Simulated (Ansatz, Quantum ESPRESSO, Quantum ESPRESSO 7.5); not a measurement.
# Lattice constant of cubic KMnF₃ from LDA and PBEsol, with tests of Hubbard and dispersion terms

## The question

KMnF₃ is a cubic perovskite at room temperature, with divalent manganese at the centre of a fluorine octahedron. The reference for this report is the room-temperature cubic cell edge, $a = 4.19$ Å, taken from a printed reference work on lattice parameters of perovskite-type crystals. It is a compiled diffraction value. A second value, 4.1893 Å, belongs to the diffraction refinement behind the structure from which our relaxations start (2004, Crystallography Open Database entry 2102562); the sample is not given with it. The two agree closely, but the second is also our starting cell, and a compilation and a database entry need not go back to unrelated measurements. Both describe the average cubic cell of a warm, magnetically disordered crystal.

| compared with | measured | source's wording or label | T (K) | method |
| --- | --- | --- | --- | --- |
| a (Å) | 4.19 | 4.190 A | room temperature | diffraction, compiled * |
| a (Å) | 4.1893 | value in the starting structure, on standard axes | room temperature | diffraction refinement behind the database entry |

Where a quantity has several values, deviations refer to the one marked *.

Conditions are those given with the value in the passage it was taken from; "not stated" means there, and the paper may say more elsewhere. The values are a selection: others may have been left out beforehand as unlike or outlying.

## How to go about it

We look for the cheapest level of theory that gives the cubic lattice constant within 1 % of the reference, about 0.04 Å. This is our own choice of target. It is tight enough to expose the usual overbinding of LDA, yet wider than the thermal and zero-point expansion that a static calculation leaves out, which we put at roughly 0.3 to 0.6 % in length for a fluoride of this kind. A static result should therefore lie slightly below the measured edge.

The model is a cell doubled along the wavevector (½ ½ ½), in which each manganese ion has neighbours of opposite spin. This collinear order stands in for the paramagnet: it keeps the large local moments of high-spin Mn²⁺ and lets the net moment vanish. The relaxation retains the symmetry of its start, so the octahedra cannot tilt, which suits a comparison with the cubic phase.

We begin with LDA on a coarse k mesh, test mesh and cutoff, and move to a better functional if the converged LDA cell misses the target. The local moment is watched throughout, since a change of spin state would alter the size of the manganese ion.

Plain PBE isn't shown in this study.

System: KMnF3, cubic perovskite; Pm-3m (No. 221), 5 atoms in the primitive cell; the database structure is a diffraction structure: a = 4.189 Å; structure from the Crystallography Open Database.

On the selection of runs and values: Further runs on this system are not shown.

## 1. LDA on a coarse mesh

An insulator with narrow bands needs few k points, so a 2×2×2 mesh is a sensible light start. We expect LDA to give too small a cell, probably by more than the target allows, and the absolute moment to show whether manganese stays high-spin.

**Run 1.** Quantum ESPRESSO 7.5: LDA, GBRV ultrasoft potentials, cell doubled for the wavevector (½ ½ ½ in reciprocal vectors of the primitive cell), antiferromagnetic start, cell and atoms relaxed from the database structure, cutoff 45 Ry (density 360 Ry), 2x2x2 k mesh, Gaussian smearing 0.02 eV; a is the cube root of the conventional volume.

Key lines of the input:
```
! potential files: GBRV ultrasoft potentials, made for LDA
&control
  calculation = 'vc-relax'
  forc_conv_thr = 2.0d-4
  etot_conv_thr = 1.0d-5
  nstep = 60
/
&system
  nat = 10
  ntyp = 4
  ecutwfc = 45
  ecutrho = 360
  nbnd = 60
  occupations = 'smearing'
  smearing = 'gaussian'
  degauss = 0.00147
  nspin = 2
  starting_magnetization(2) = 0.5
  starting_magnetization(4) = -0.5
/
&electrons
  conv_thr = 1.0d-8
  electron_maxstep = 100
  mixing_beta = 0.4
/
&ions
/
&cell
  press_conv_thr = 0.5
/
ATOMIC_SPECIES
  K 39.098 K.upf
  Mn1 54.938 Mn.upf
  F 18.998 F.upf
  Mn2 54.938 Mn.upf
CELL_PARAMETERS angstrom
  4.18930000 0.00000000 4.18930000
  0.00000000 4.18930000 4.18930000
  0.00000000 0.00000000 8.37860000
[... positions ...]
K_POINTS automatic
  2 2 2 0 0 0
```

Command:
```
OMP_NUM_THREADS=1 mpirun -n 4 pw.x -nk 2 -in relax.in > relax.out
```

Selected lines of the output:
```
     bfgs converged in   5 scf cycles and   4 bfgs steps
     total magnetization       =     0.00 Bohr mag/cell
     absolute magnetization    =     9.26 Bohr mag/cell
CELL_PARAMETERS (angstrom)
   4.078562404   0.000000000   4.078562404
```

Converged; 2.1 min on 4 cores of Arm Neoverse V2, shared host.

| quantity | run 1 | measured | deviation |
| --- | --- | --- | --- |
| a (Å) | 4.0786 | 4.19 | −0.1114 (−2.7 %) |
| net moment per formula unit (μB) | 0 |  |  |
| absolute moment per formula unit (μB) | 4.63 |  |  |
| conventional cell volume (Å³) | 67.85 |  |  |
| final pressure (GPa) | −0.114 |  |  |

LDA gives 4.0786 Å, 2.7 % below the reference and well outside the target. The absolute moment of 4.63 μB per formula unit is close to the five unpaired electrons of high-spin Mn²⁺, and the net moment is zero, so the intended antiferromagnetic state was reached. A collapse of the manganese spin is therefore not the reason for the small cell.

## 2. Mesh and cutoff under LDA

Before the deficit is put down to the functional, we test the numerical settings. One run refines the mesh to 4×4×4 at the same cutoff; the other keeps that finer mesh and lowers the cutoff to 29 Ry, to see whether a cheaper basis would serve for the levels to come. We expect the mesh to matter little in an insulator, and the cutoff to matter more, because the fluorine 2p and manganese 3d states are compact.

**Run 2.** Quantum ESPRESSO 7.5: LDA, GBRV ultrasoft potentials, cell doubled for the wavevector (½ ½ ½ in reciprocal vectors of the primitive cell), antiferromagnetic start, cell and atoms relaxed from the database structure, cutoff 45 Ry (density 360 Ry), 4x4x4 k mesh, Gaussian smearing 0.02 eV; a is the cube root of the conventional volume.

Key lines of the input, as changed from run 1:
```diff
  K_POINTS automatic
-   2 2 2 0 0 0
+   4 4 4 0 0 0
```

Command:
```
OMP_NUM_THREADS=1 mpirun -n 4 pw.x -nk 4 -in relax.in > relax.out
```

Selected lines of the output:
```
          total   stress  (Ry/bohr**3)                   (kbar)     P=       -1.19
CELL_PARAMETERS (angstrom)
   4.076748282   0.000000000   4.076748282
```

Converged; 4 min of wall time.

**Run 3.** Quantum ESPRESSO 7.5: LDA, GBRV ultrasoft potentials, cell doubled for the wavevector (½ ½ ½ in reciprocal vectors of the primitive cell), antiferromagnetic start, cell and atoms relaxed from the database structure, cutoff 29 Ry (density 232 Ry), 4x4x4 k mesh, Gaussian smearing 0.02 eV; a is the cube root of the conventional volume.

Key lines of the input, as changed from run 2:
```diff
  &system
-   ecutwfc = 45
-   ecutrho = 360
+   ecutwfc = 29
+   ecutrho = 232
```

Selected lines of the output:
```
          total   stress  (Ry/bohr**3)                   (kbar)     P=        0.03
          total   stress  (Ry/bohr**3)                   (kbar)     P=     -181.85
CELL_PARAMETERS (angstrom)
   3.953308735   0.000000000   3.953308735
```

Converged; 1.8 min of wall time.

| quantity | run 2 | run 3 | measured |
| --- | --- | --- | --- |
| a (Å) | 4.0767 | 3.9533 | 4.19 |
| net moment per formula unit (μB) | 0 | 0 |  |
| absolute moment per formula unit (μB) | 4.625 | 4.555 |  |
| conventional cell volume (Å³) | 67.76 | 61.78 |  |
| final pressure (GPa) | −0.119 | −18.185 |  |

The finer mesh shortens the edge by only about 0.002 Å, so k-point sampling does not explain the LDA deficit. We keep 4×4×4 for the levels that follow, since the run still takes only minutes.

The lower cutoff fails badly. At 29 Ry the edge falls to 3.9533 Å, 0.1234 Å below the 45 Ry result, a shift larger than the LDA error itself. When the basis is rebuilt for the final cell, the pressure is −18.185 GPa, against −0.119 GPa at 45 Ry. The relaxation had reached nearly zero pressure only on the plane waves chosen for the starting cell, so this structure is not at rest and its lattice constant has no physical meaning. The small final pressure at 45 Ry is reassuring by comparison, though it does not prove that the basis is complete.

## 3. PBEsol at the same settings

With LDA still 2.7 % short on the finer mesh, the functional is the next thing to change. PBEsol is a gradient-corrected functional built for the equilibrium properties of solids, and it adds little work per step. We expect it to recover much of the missing length, perhaps to just below the measured edge, where a static calculation should end.

**Run 4.** Quantum ESPRESSO 7.5: PBEsol, GBRV ultrasoft potentials, cell doubled for the wavevector (½ ½ ½ in reciprocal vectors of the primitive cell), antiferromagnetic start, cell and atoms relaxed from the database structure, cutoff 45 Ry (density 360 Ry), 4x4x4 k mesh, Gaussian smearing 0.02 eV; a is the cube root of the conventional volume.

Key lines of the input, as changed from run 2:
```diff
- ! potential files: GBRV ultrasoft potentials, made for LDA
+ ! potential files: GBRV ultrasoft potentials, made for PBEsol
```

Selected lines of the output:
```
     bfgs converged in   5 scf cycles and   4 bfgs steps
     absolute magnetization    =     9.41 Bohr mag/cell
          total   stress  (Ry/bohr**3)                   (kbar)     P=       -0.26
CELL_PARAMETERS (angstrom)
   4.160671841  -0.000000000   4.160671841
```

Converged; 4 min of wall time.

| quantity | run 4 | measured | deviation |
| --- | --- | --- | --- |
| a (Å) | 4.1607 | 4.19 | −0.0293 (−0.7 %) |
| net moment per formula unit (μB) | 0 |  |  |
| absolute moment per formula unit (μB) | 4.705 |  |  |
| conventional cell volume (Å³) | 72.03 |  |  |
| final pressure (GPa) | −0.026 |  |  |

PBEsol gives 4.1607 Å, 0.7 % below the reference and inside the target. The edge is 0.0839 Å longer than with LDA at the same cutoff and mesh, and the wall time is the same 4 min. Manganese stays high-spin, with a slightly larger absolute moment of 4.705 μB per formula unit. The potentials changed together with the functional, each set being made for its own functional, so the gain belongs to the pair.

## 4. Two additions to PBEsol

The pass needs a check on the physics that PBEsol treats roughly. We make two separate additions at unchanged cutoff and mesh. A Hubbard term of 3.9 eV on manganese counters the excessive delocalisation of the 3d electrons; by weakening their covalency with fluorine it should lengthen the cell a little. The D3(BJ) correction adds dispersion attraction, which should shorten it. The two runs will show how far the result depends on either choice, and whether one of them earns its place in the recommended level.

**Run 5.** Quantum ESPRESSO 7.5: PBEsol+U (Mn 3.9 eV), GBRV ultrasoft potentials, cell doubled for the wavevector (½ ½ ½ in reciprocal vectors of the primitive cell), antiferromagnetic start, cell and atoms relaxed from the database structure, cutoff 45 Ry (density 360 Ry), 4x4x4 k mesh, Gaussian smearing 0.02 eV; a is the cube root of the conventional volume.

Key lines of the input, as changed from run 4:
```diff
+ HUBBARD ortho-atomic
+   U Mn1-3d 3.9
+   U Mn2-3d 3.9
```

Selected lines of the output:
```
     absolute magnetization    =     9.66 Bohr mag/cell
CELL_PARAMETERS (angstrom)
   4.195966631   0.000000000   4.195966631
```

Converged; 3.9 min of wall time.

**Run 6.** Quantum ESPRESSO 7.5: PBEsol+D3(BJ), GBRV ultrasoft potentials, cell doubled for the wavevector (½ ½ ½ in reciprocal vectors of the primitive cell), antiferromagnetic start, cell and atoms relaxed from the database structure, cutoff 45 Ry (density 360 Ry), 4x4x4 k mesh, Gaussian smearing 0.02 eV; a is the cube root of the conventional volume.

Key lines of the input, as changed from run 4:
```diff
  &system
+   vdw_corr = 'dft-d3'
+   dftd3_version = 4
```

Selected lines of the output:
```
     total magnetization       =     0.00 Bohr mag/cell
CELL_PARAMETERS (angstrom)
   4.138052415  -0.000000000   4.138052415
```

Converged; 4.5 min of wall time.

| quantity | run 5 | run 6 | measured |
| --- | --- | --- | --- |
| a (Å) | 4.1960 | 4.1381 | 4.19 |
| net moment per formula unit (μB) | 0 | 0 |  |
| absolute moment per formula unit (μB) | 4.83 | 4.695 |  |
| conventional cell volume (Å³) | 73.87 | 70.86 |  |
| final pressure (GPa) | 0.004 | −0.040 |  |

Both additions act in the expected direction, and neither effect is small on the scale of the target. The Hubbard term lengthens the edge by 0.0353 Å to 4.1960 Å, 0.1 % above the reference. The absolute moment rises from 4.705 to 4.83 μB per formula unit, which fits 3d electrons that are more localised and share less density with fluorine. PBEsol+U passes, but the target does not require the extra term, and the result depends on the chosen U.

D3(BJ) shortens the edge by 0.0226 Å to 4.1381 Å. That is 1.2 % below the reference and a miss. Dispersion added to PBEsol thus removes part of what the change from LDA had gained, while the moment hardly moves.

Plain PBEsol lies between the two. Its pass is sensitive to how the 3d electrons and dispersion are treated, since either addition moves the edge by an amount comparable to its own deviation from experiment.

## The runs side by side

| run | settings | a (Å) | deviation | cost |
| --- | --- | --- | --- | --- |
| 1 | LDA, cutoff 45 Ry (density 360 Ry), 2x2x2 k mesh | 4.0786 | −0.1114 (−2.7 %) | 8.4 core-min |
| 2 | LDA, cutoff 45 Ry (density 360 Ry), 4x4x4 k mesh | 4.0767 | −0.1133 (−2.7 %) | 16 core-min |
| 3 | LDA, cutoff 29 Ry (density 232 Ry), 4x4x4 k mesh | 3.9533 | −0.2367 (−5.6 %) | 7.2 core-min |
| 4 | PBEsol, cutoff 45 Ry (density 360 Ry), 4x4x4 k mesh | 4.1607 | −0.0293 (−0.7 %) | 16 core-min |
| 5 | PBEsol+U (Mn 3.9 eV), cutoff 45 Ry (density 360 Ry), 4x4x4 k mesh | 4.1960 | +0.0060 (+0.1 %) | 16 core-min |
| 6 | PBEsol+D3(BJ), cutoff 45 Ry (density 360 Ry), 4x4x4 k mesh | 4.1381 | −0.0519 (−1.2 %) | 18 core-min |
|  | measured | 4.19 |  |  |

## What the runs support

PBEsol meets the target. Its lattice constant of 4.1607 Å lies 0.7 % below the room-temperature reference, at a cost of 16 core-minutes. LDA costs the same on this mesh and misses by 2.7 %. PBEsol+U also passes at the same cost, but needs a chosen U, so plain PBEsol is the simplest level shown here that meets the target.

The decisive step was the change from LDA to PBEsol. Refining the LDA mesh moved the edge by only 0.0018 Å. The 29 Ry run gave no usable structure, but showed how strongly too small a basis can contract the cell. These tests apply to LDA, and a cutoff above 45 Ry is not shown in this report for either functional. For PBEsol, convergence with the mesh is not shown either.

The missing thermal and zero-point expansion, estimated at 0.3 to 0.6 %, has the right sign to account for a large part of the remaining PBEsol deficit. With that allowance PBEsol would end slightly below experiment. PBEsol+U, only 0.1 % too long as calculated, would end roughly 0.4 to 0.7 % too long, so its closer raw agreement does not make it the better description. PBEsol+D3(BJ) misses narrowly at 1.2 % too short, and the same allowance would bring it inside the target. The three PBEsol variants therefore cannot be ranked firmly.

Nor can a cancellation within plain PBEsol be excluded, because the Hubbard and dispersion terms shift the edge in opposite directions by similar amounts. The high-spin moment is physically sensible, but the ordered, untilted cell only stands in for a warm paramagnet. The effects of magnetic disorder and of fluctuating octahedral tilts on the lattice constant are not shown in this report.

[Logs are printed without paths, hosts, clocks, repeated set-up lines and the standing remarks that a program may print on its own settings, such as how far it seeks lower states.]

[The runs shown are a pick from a larger set of finished runs; failed, doubtful and other runs were left out of it ahead of writing. So were measured values far from every level or from commonly accepted values, and agreement can look better than it is. Lines of input and output are excerpts and may be shortened.]
